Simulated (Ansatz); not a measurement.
Runs of Ansatz 0.2.0 on CuO. It takes space group Cccm (No. 66, orthorhombic). Conventional cell: a = 3.982 Å, b = 4.307 Å, c = 5.156 Å, α = 90.00°, β = 90.00°, γ = 90.00°. Cu (site symmetry 2/m) is surrounded by 4 O at 1.95 Å. Around O (site symmetry 222) lie 4 Cu at 1.95 Å. Measurements of this composition are mostly on another form, of space group No. 15.

```tsv
task	level	potentials or basis	U	k mesh	cutoff (eV)	smearing	basis error allowed	mesh quality	gap on the mesh (eV)	pressure (GPa)
band structure	LDA	all-electron LAPW, scalar-relativistic	-	9 × 9 × 5	405	fermi-dirac 0.05 eV	0.002 eV/atom	not flagged	-	(b)
density of states	PBEsol+U	all-electron LAPW, scalar-relativistic	Cu d U = 2 eV	9 × 9 × 5	406	fermi-dirac 0.05 eV	0.002 eV/atom	not flagged	none	-5.1
density of states	PBEsol	all-electron PAW datasets made for the crystal	-	9 × 9 × 5	480	fermi-dirac 0.05 eV	-	not flagged	none	-6.0
density of states	PBEsol+U	all-electron LAPW, scalar-relativistic	Cu d U = 6 eV	9 × 9 × 5	406	fermi-dirac 0.05 eV	0.002 eV/atom	not flagged	none	-2.7
density of states	PBEsol+U	all-electron LAPW, scalar-relativistic	Cu d U = 8 eV	9 × 9 × 5	406	fermi-dirac 0.05 eV	0.002 eV/atom	not flagged	none	-1.2
phonons	PBEsol	all-electron LAPW, scalar-relativistic	-	9 × 9 × 5	433	fermi-dirac 0.05 eV	0.002 eV/atom	not flagged	none	-
single point	PBEsol	all-electron LAPW, scalar-relativistic	-	5 × 5 × 3	406	fermi-dirac 0.03 eV	0.002 eV/atom	coarse	none	-6.3
single point	PBEsol	all-electron LAPW, scalar-relativistic	-	9 × 9 × 5	439	fermi-dirac 0.05 eV	0.001 eV/atom	not flagged	none	-6.0
density of states	PBEsol+U	all-electron LAPW, scalar-relativistic	Cu d U = 4 eV	9 × 9 × 5	406	fermi-dirac 0.05 eV	0.002 eV/atom	not flagged	none	(a)
density of states	PBEsol	all-electron LAPW, scalar-relativistic	-	9 × 9 × 5	406	fermi-dirac 0.05 eV	0.002 eV/atom	not flagged	none	-6.0
```

Alike in all rows: no spin polarisation; cell as given.

Question: Fill in the values left out.

Answer: (a) -3.9; (b) -12.0.

Caveats: some runs use coarse meshes; the run has no spin polarisation, though such a crystal can be magnetic; semilocal functionals often make such compounds metallic where correlation or magnetic order opens a gap, which also shifts bond lengths (some runs); U is the effective U less J, on atomic orbitals that reach past the spheres (some runs); U without spin polarisation on a metal has little footing (some runs); the program warned that the printed levels may be off, so bands, gaps and densities of states are rough (some runs); a metal's response needs a denser mesh (some runs); the k mesh is thin for a metal, which can move the energy by tens of meV per atom (some runs).

A k mesh can miss the band edges.

A gap of «none» marks a metal or a gap under the smearing width.

Not every run made on this cell is shown here.
